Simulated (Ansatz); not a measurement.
InAs, 2 atoms in the cell. It takes space group P-6m2 (No. 187, hexagonal). Conventional cell: a = 4.731 Å, b = 4.731 Å, c = 2.911 Å, α = 90.00°, β = 90.00°, γ = 120.00°. In (site symmetry -6m2) is surrounded by 3 As at 2.73 Å and 2 In at 2.91 Å. As (site symmetry -6m2) has 3 In at 2.73 Å and 2 As at 2.91 Å as nearest neighbours. The cell was built by a generator and needn't be a form met in nature.

| Quantity | Value |
| --- | --- |
| Program | Ansatz 0.2.0 |
| Task | relaxation of cell and atoms |
| Functional | PBE0 |
| Potentials or basis | Ansatz PAW |
| Cutoff | 420 eV (not typed: the program's choice for these potentials) |
| k mesh | 4 × 4 × 5 |
| Occupations | fermi-dirac, width 0.05 eV |
| Spin | no spin polarisation |

Hardware: 1 × NVIDIA H100 80GB HBM3 with 2 threads of AMD EPYC 7R13 Processor (Zen 3), with other jobs on the host.

Q: Estimate the wall time of this run.

A: It took 42 s on 1 × NVIDIA H100 80GB HBM3 with 2 threads of AMD EPYC 7R13 Processor (Zen 3), on a shared host, peak memory 2 GiB. Counts: scf iterations 96, plane waves 1125, k points 12, bands 18, ion steps 5.
